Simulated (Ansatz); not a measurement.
## Band table of Te (sc type)

```
Te
1.0
     2.45407    0.00000    0.00000
     0.00000    2.45407    0.00000
     0.00000    0.00000    2.45407
Te
1
Direct
  0.00000 0.00000 0.00000
```

The cell comes from a relaxation on PAW files under the same functional, begun from a prototype that needn't be the stable phase.

Computed with Ansatz 0.2.0; functional PBE, scalar-relativistic. Settings: a Γ-centred 12×12×12 k mesh, Fermi–Dirac smearing of 0.08 eV, no spin polarisation. Methods: LAPW: all electrons, basis error target 1 meV/atom.

This run: volume at 0.45 of the series' base cell.

Spin–orbit coupling is left out, which matters for the heavy atoms.

Path points, in fractions of the reciprocal vectors: Γ (0.000, 0.000, 0.000), X (0.000, 0.500, 0.000), M (0.500, 0.500, 0.000), R (0.500, 0.500, 0.500). The distance column jumps between branches of the path. Levels in eV from the Fermi level; bands 10 to 14, counted from the lowest band of the run. The gap is zero, the pressure 213.8 GPa.

```
# k(1/Å) point b10 b11 b12 b13 b14
0.000 Γ -22.89 2.07 2.07 2.07 6.09
0.160 - -22.79 0.67 2.19 2.19 6.14
0.320 - -22.47 -1.80 2.55 2.55 6.29
0.480 - -21.95 -4.39 3.12 3.12 6.54
0.640 - -21.22 -6.91 3.88 3.88 6.90
0.800 - -20.28 -9.29 4.77 4.77 7.36
0.960 - -19.17 -11.46 5.70 5.70 7.90
1.120 - -17.97 -13.29 6.49 6.49 8.48
1.280 X -17.26 -14.22 6.82 6.82 8.81
1.440 - -17.16 -14.12 5.55 6.97 8.05
1.600 - -16.87 -13.81 3.17 6.13 7.40
1.760 - -16.37 -13.32 0.59 4.04 8.11
1.920 - -15.67 -12.67 -1.95 2.04 9.06
2.080 - -14.75 -11.91 -4.37 0.20 10.22
2.240 - -13.60 -11.12 -6.63 -1.36 11.42
2.400 - -12.23 -10.47 -8.68 -2.47 11.84
2.560 M -10.94 -10.20 -10.20 -2.90 12.00
2.787 - -13.10 -9.94 -8.42 -2.02 11.60
3.013 - -15.54 -9.15 -6.92 0.43 9.92
3.239 - -17.73 -7.89 -5.68 3.84 7.72
3.466 - -19.57 -6.20 -4.33 5.77 7.65
3.692 - -21.02 -4.16 -2.73 4.19 8.04
3.918 - -22.06 -1.84 -0.88 3.03 7.40
4.144 - -22.68 0.57 1.01 2.31 6.67
4.371 Γ -22.89 2.07 2.07 2.07 6.09
4.648 - -22.58 0.67 0.67 1.39 7.81
4.925 - -21.65 -1.42 -1.42 0.10 10.85
5.202 - -20.09 -3.24 -3.24 -1.00 11.96
5.479 - -17.94 -4.61 -4.61 -1.66 8.79
5.757 - -15.22 -5.52 -5.52 -1.84 5.98
6.034 - -12.01 -6.01 -6.01 -1.58 3.64
6.311 - -8.56 -6.19 -6.19 -1.41 1.36
6.588 R -6.22 -6.22 -6.22 -2.61 1.74
6.814 - -7.75 -6.73 -5.94 -1.44 0.96
7.041 - -10.11 -8.02 -5.09 -0.23 0.87
7.267 - -12.28 -9.60 -3.72 0.73 1.56
7.493 - -14.09 -11.13 -1.89 1.82 2.81
7.720 - -15.49 -12.42 0.31 3.16 4.46
7.946 - -16.48 -13.41 2.77 4.69 6.39
8.172 - -17.06 -14.01 5.28 6.15 7.99
8.398 X -17.26 -14.22 6.82 6.82 8.81
10.209 R -6.22 -6.22 -6.22 -2.61 1.74
10.369 - -6.79 -6.48 -6.48 -1.79 0.93
10.529 - -7.80 -7.10 -7.10 -0.07 -0.01
10.689 - -8.76 -7.87 -7.87 -0.94 2.19
10.849 - -9.56 -8.63 -8.63 -1.64 4.65
11.009 - -10.17 -9.29 -9.29 -2.19 7.28
11.169 - -10.60 -9.79 -9.79 -2.58 9.85
11.329 - -10.86 -10.10 -10.10 -2.82 11.34
11.489 M -10.94 -10.20 -10.20 -2.90 12.00
```
